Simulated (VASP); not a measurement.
GaN:

```xyz
4
Lattice="3.1807 0.0000 0.0000 -1.5903 2.7545 0.0000 0.0000 0.0000 5.1815" Properties=species:S:1:pos:R:3 pbc="T T T"
Ga    1.5904    0.9182    2.5864
Ga    0.0000    1.8364    5.1771
N     1.5904    0.9182    4.5382
N     0.0000    1.8364    1.9474
```

The cell is a database's computed one.

Base run:

```yaml
Program: VASP 6.6.1
Functional: TB-mBJ
Potentials_or_basis: VASP PAW PBE potentials, release 64 (Ga_d, N)
Cutoff: 520 eV
k_mesh: 12 × 12 × 6
Occupations: gaussian, width 0.02 eV
Spin: no spin polarisation
```

Its results: band gap on the k mesh 3.13 eV, direct.

The run is repeated on the same cell with these changes: functional from TB-mBJ to PBEsol; further incar settings from ALGO = Normal; EDIFF = 1e-07 to ALGO = Fast; EDIFF = 1e-07. What comes out?

Band gap on the k mesh 1.91 eV, direct.
